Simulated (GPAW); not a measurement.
Crystal: Y.

```
CELL_PARAMETERS angstrom
3.64740 0.00000 0.00000
-1.82370 3.15874 0.00000
0.00000 0.00000 5.73060
ATOMIC_POSITIONS crystal
Y 0.66667 0.33333 0.75000
Y 0.33333 0.66667 0.25000
```

```yaml
Program: GPAW 26.7.0
Task: relaxation of cell and atoms
Functional: BLYP
Potentials_or_basis: PAW data sets generated in the run's folder for this functional
Cutoff: 600 eV
Basis: pw
k_mesh: 6 × 6 × 4
Occupations: fermi-dirac, width 0.05 eV
Spin: no spin polarisation
```

At the start: pressure 0.9 GPa; volume 33.01 Å³/atom.

How do energy, volume and symmetry change on relaxing?

Over 14 steps the energy falls by 3.9 meV/atom and the volume is 33.75 Å³/atom (+2.2 %); space group P6_3/mmc (No. 194, to 0.05 Å).

Step by step:
| step | energy change (eV) | largest force (eV/Å) | pressure (GPa) | volume (Å³) |
| --- | --- | --- | --- | --- |
| 1 | 0.0000 | 0.0000 | 0.88 | 66.02 |
| 2 | -0.0013 | 0.0000 | 0.76 | 66.20 |
| 3 | -0.0034 | 0.0000 | 0.55 | 66.54 |
| 4 | -0.0055 | 0.0000 | 0.28 | 66.99 |
| 5 | -0.0070 | 0.0000 | -0.02 | 67.50 |
| 6 | -0.0075 | 0.0000 | -0.28 | 67.94 |
| 7 | -0.0075 | 0.0001 | -0.27 | 67.93 |
| 8 | -0.0076 | 0.0000 | -0.25 | 67.90 |
| 9 | -0.0076 | 0.0000 | -0.23 | 67.86 |
| 10 | -0.0077 | 0.0000 | -0.20 | 67.80 |
| 11 | -0.0077 | 0.0000 | -0.16 | 67.74 |
| 12 | -0.0078 | 0.0000 | -0.11 | 67.66 |
| 13 | -0.0078 | 0.0000 | -0.07 | 67.58 |
| 14 | -0.0078 | 0.0000 | -0.01 | 67.49 |

Final structure:
```
Y
1.0
     3.69180    0.00000    0.00000
    -1.84590    3.19719    0.00000
     0.00000    0.00000    5.71801
Y
2
Direct
  0.66667 0.33333 0.75000
  0.33333 0.66667 0.25000
```

Caveat: later steps reuse the first step's grids.
